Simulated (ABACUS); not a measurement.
# Tc under changes of volume

One of the cells (14.297 Å³/atom); the others are scaled copies at fixed shape and fractional positions:

```
Tc
1.0
     2.74000    0.00000    0.00000
    -1.37000    2.37291    0.00000
     0.00000    0.00000    4.39800
Tc
2
Cartesian
  1.3700 0.7910 3.2985
  0.0000 1.5819 1.0995
```

| Quantity | Value |
| --- | --- |
| Program | ABACUS 3.10.1 |
| Functional | PBE |
| Potentials or basis | PseudoDojo NC SR 0.4.1 PBE standard |
| Cutoff | 1143 eV |
| Density cutoff | 4572 eV |
| Basis | plane waves |
| k mesh | 11 × 11 × 6 |
| Occupations | fermi-dirac, width 0.05 eV |
| Spin | no spin polarisation |

| volume (Å³/atom) | energy over the lowest point (meV/atom) | pressure (GPa) |
| --- | --- | --- |
| 13.440 | 74.29 | 25.5 |
| 13.726 | 36.23 | 17.3 |
| 14.011 | 12.09 | 9.9 |
| 14.297 | 0.44 | 3.3 |
| 14.583 | 0.00 | -2.7 |
| 14.869 | ? | ? |
| 15.155 | 28.26 | -12.8 |

Question: What does the run at 14.869 Å³/atom give?

Answer: Energy over the lowest point 9.62 meV/atom; pressure -8.0 GPa.

Worked out: A Birch-Murnaghan fit of order 3 (a polynomial in V^(-2/3)) to the other rows has its minimum at 14.45 Å³/atom with B0 = V·E''(V) = 299 GPa and B' = 4.5 at fixed shape and positions, which overstates the stiffness. It gives 9.61 meV/atom at 14.869 Å³/atom, against the run's 9.62, and -dE/dV = -8.0 GPa, against -8.0.

Energies are extrapolated to zero smearing.
